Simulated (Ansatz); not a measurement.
# Si3N4 (I-43d): single point from a Python script

What energy and properties does Si3N4 (I-43d) have at the given structure? Wanted for Si3N4 (I-43d): a single point.

Computed with Ansatz 0.2.0, driven from Python. Level of theory: DFT PBEsol, plane waves, PAW.

### 1 The system

The structure is cubic, space group I-43d (No. 220). The conventional cell has a = 6.475 Å, b = 6.475 Å, c = 6.475 Å, α = 90.00°, β = 90.00°, γ = 90.00°. Si (site symmetry -4) is surrounded by 4 N at 1.75 Å. N (site symmetry 3) is surrounded by 3 Si at 1.75 Å.

The script holds or builds the structure itself.

### 2 Script

Contents of si3n4.py:

```python
"""SCF run for Si3N4."""

from collections import Counter
from pathlib import Path
import warnings

import ansatz
import numpy as np
from pymatgen.core import Structure
from pymatgen.symmetry.analyzer import SpacegroupAnalyzer

warnings.simplefilter("ignore", ansatz.DeckWarning)

si3n4 = (
    ansatz.Lattice.bcc(6.4747)
    .space_group(220)
    .atom("Si", (0.375, 0.5, 0.75))
    .atom("N", (0.2814, 0.2814, 0.2814))
    .primitive()
)

# functional, basis and sampling
job = (
    si3n4.calculation()
    .functional(ansatz.Functional.PBESOL)
    .kpoints(mesh=(6, 6, 6))  # sampling of the Brillouin zone
    .occupations(ansatz.OccupationsMethod.FERMI_DIRAC)
    .density()
    .electron_localization_function()  # 1 for a lone pair or bond, 0.5 for a uniform gas
    .output_files(volumetric_format="npy")
    .band_densities([("v1", "v1"), ("c1", "c1")])
)
res = job.run(threads=1)
summary = res.report

for key in ("converged", "n_iterations", "n_electrons", "n_kpoints", "n_pw", "n_symmetry_ops", "free_energy_ev", "fermi_energy_ev"):
    print(f"{key:18s} {summary[key]}")

# ELF is 0.5 in a uniform gas and nears 1 where pairs localise
folder = Path(res.write_results("elf"))
elf = np.load(folder / "elf.npy")
peak = np.unravel_index(elf.argmax(), elf.shape)
print(f"largest ELF {elf.max():.3f} at grid fractions", np.round(np.array(peak) / elf.shape, 3))
for level in (0.2, 0.5, 0.7, 0.8, 0.9):
    print(f"share of the cell with ELF over {level}: {np.mean(elf > level):.3f}")

rho = res.density()
total = sum(ch.density_e_per_ang3 for ch in rho.channels[:2]) if len(rho.channels) < 3 else rho.channels[0].density_e_per_ang3
print("grid", rho.dims, "electrons", round(float(total.mean() * rho.cell_volume_ang3), 4))
profile = total.mean(axis=(1, 2))
print("planar average along grid axis 0 (e/A^3):")
print(np.array2string(profile[:: max(len(profile) // 16, 1)], precision=4))

final = Structure(res.lattice.cell_ang, [s.symbol for s in res.lattice.sites], [s.position_frac for s in res.lattice.sites])
analyser = SpacegroupAnalyzer(final, symprec=0.01)
standard = analyser.get_conventional_standard_structure()
print(analyser.get_crystal_system(), analyser.get_space_group_symbol(), len(standard), "atoms in the conventional cell")
print("a b c (A):", [round(x, 4) for x in standard.lattice.abc], " angles:", [round(x, 2) for x in standard.lattice.angles])
print(f"mass density {float(final.density):.3f} g/cm^3")

# shortest distances, periodic images included
shortest = {}
for site, neighbours in zip(final, final.get_all_neighbors(5.0)):
    for other in neighbours:
        pair = "-".join(sorted((site.specie.symbol, other.specie.symbol)))
        shortest[pair] = min(shortest.get(pair, 9e9), other.nn_distance)
for pair, distance in sorted(shortest.items(), key=lambda item: item[1]):
    print(f"shortest {pair:6s} {distance:.4f} A")

# how spread out the top filled and lowest empty bands are
for name, window in zip(("top filled band", "lowest empty band"), res.band_densities().windows):
    field = window.outcome.density.channels[0].density_e_per_ang3
    ratio = field.mean() ** 2 / np.mean(field ** 2)
    print(f"{name}: band {window.window.first}, participation ratio {ratio:.3f} of the cell")
```

### 3 The input behind the calls

The package turns the script's settings into the engine's input:

```yaml
crystal:
  lattice:
    bravais: bcc
    a: 6.4747
  space_group: 220
  atoms:
    - { symbol: Si, position: [0.375, 0.5, 0.75] }
    - { symbol: "N", position: [0.2814, 0.2814, 0.2814] }
  reduce_to_primitive: true
kpoints:
  mp_grid:
    grid: [6, 6, 6]
hamiltonian:
  xc: pbesol
scf:
  occupations:
    method: fermi_dirac
output:
  write_density: true
  volumetric_format: npy
  elf: true
  band_densities:
    - { bands: [v1, v1] }
    - { bands: [c1, c1] }
```

### 4 The run

Started as:

```
$ python si3n4.py
```

The program printed:

```text
converged          True
n_iterations       6
n_electrons        64.0
n_kpoints          16
n_pw               2659
n_symmetry_ops     24
free_energy_ev     -6772.616214229782
fermi_energy_ev    11.288687567467983
largest ELF 0.898 at grid fractions [0.875 0.4   0.55 ]
share of the cell with ELF over 0.2: 0.637
share of the cell with ELF over 0.5: 0.362
share of the cell with ELF over 0.7: 0.217
share of the cell with ELF over 0.8: 0.100
share of the cell with ELF over 0.9: 0.000
grid (40, 40, 40) electrons 64.0
planar average along grid axis 0 (e/A^3):
[0.7539 0.6865 0.5353 0.3761 0.2671 0.2318 0.2671 0.3761 0.5353 0.6865
 0.7539 0.6865 0.5353 0.3761 0.2671 0.2318 0.2671 0.3761 0.5353 0.6865]
cubic I-43d 28 atoms in the conventional cell
a b c (A): [6.4747, 6.4747, 6.4747]  angles: [90.0, 90.0, 90.0]
mass density 3.433 g/cm^3
shortest N-Si   1.7522 A
shortest N-N    2.8036 A
shortest Si-Si  3.0283 A
top filled band: band 32, participation ratio 0.162 of the cell
lowest empty band: band 33, participation ratio 0.724 of the cell
```

It took 8.8 s on 1 thread of Arm Neoverse V2, shared host; peak memory 0.47 GiB.

### 5 What the engine kept of the run

The report of the run holds:

| item | value |
| --- | --- |
| SCF cycles in all | 6 |
| k-points solved | 16 |
| plane waves | 2659 |
| bands | 46 |
| valence electrons | 64 |
| free energy (eV) | -6772.61621 |
| Fermi level (eV) | 11.289 |
| lowest empty less highest filled level on the mesh, by band count (eV) | 3.941 |

### 6 Fields in real space

Axes a, b and c in the maps are those of this run's conventional cell (a, b, c = 6.475, 6.475, 6.475 Å).

Density in a lattice plane of the grid's cell (edges 6.47 and 6.47 Å, at 0.000 of the third edge), which holds Si.

Ten even steps from '0' (0.05 e/Å³) to '9' (3.51 e/Å³):
```
453210012489962100000012
111000001246642100000000
000000000012221100000000
000000000000110000000000
000000000000000000000000
000000000000110000000000
000000000012221000000000
111000001246642100000000
453210012489962100000012
997421012479952000000025
998421001235421000000126
664210000011100000000124
221000000000000000000112
100000000000000000000001
000000000000000000000000
100000000000000000000001
221000000000000000000112
664210000011100000000124
998421001235421000000126
997421012479952000000025
```
Columns run along the first of these edges and rows up along the second, over one cell in 24 and 20 even steps from the bottom left corner. Atoms in the plane (fractional): Si at (0.88, 0.25), Si at (0.62, 0.75).

ELF in the same plane.

Values, 12 rows by 12 columns:
```
0.80 0.73 0.48 0.28 0.79 0.73 0.68 0.85 0.37 0.09 0.07 0.50
0.25 0.20 0.09 0.10 0.31 0.61 0.83 0.64 0.14 0.25 0.09 0.07
0.03 0.03 0.03 0.03 0.04 0.15 0.32 0.17 0.17 0.26 0.13 0.04
0.25 0.20 0.09 0.10 0.31 0.61 0.82 0.64 0.14 0.24 0.09 0.07
0.80 0.73 0.48 0.28 0.79 0.74 0.69 0.85 0.37 0.09 0.07 0.50
0.56 0.69 0.82 0.32 0.83 0.68 0.56 0.80 0.25 0.03 0.25 0.80
0.69 0.74 0.79 0.28 0.48 0.73 0.80 0.50 0.07 0.09 0.37 0.85
0.83 0.61 0.31 0.10 0.09 0.20 0.25 0.07 0.09 0.25 0.14 0.64
0.32 0.15 0.04 0.03 0.03 0.03 0.03 0.04 0.13 0.26 0.17 0.17
0.82 0.61 0.31 0.10 0.09 0.20 0.25 0.07 0.09 0.24 0.14 0.64
0.68 0.74 0.79 0.28 0.48 0.73 0.80 0.49 0.07 0.09 0.37 0.85
0.58 0.68 0.82 0.32 0.83 0.69 0.56 0.80 0.25 0.03 0.25 0.80
```
Columns run along the first of these edges and rows up along the second, over one cell in 12 and 12 even steps from the bottom left corner. Atoms in the plane (fractional): Si at (0.88, 0.25), Si at (0.62, 0.75).

Both are smooth fields of the valence electrons: close to the nuclei they are not physical.

Maxima of ELF outside the ion cores: 0.90 on the N–Si line, 0.8 Å from N; 0.84 beside N, off the lines to its neighbours, 0.7 Å from N.

### 7 Summary of results

| quantity | value |
| --- | --- |
| free energy | -6772.6162 eV (-483.7583 eV/atom) |
| gap on the mesh | 3.94 eV |
| highest ELF outside the cores | 0.90, on the N–Si line |

In words: On the mesh the gap is 3.94 eV; the true edges may lie between its points. Gaps at this rung are as a rule too small against experiment. The zero of the levels is a convention of the potentials, so an absolute Fermi energy is no work function. In a crystal with a gap the Fermi level's place inside it depends on smearing and mesh. Grid values close to the nuclei reflect the PAW or pseudopotential construction, not the all-electron fields. Gaps and levels are Kohn-Sham values on a finite set of k-points.
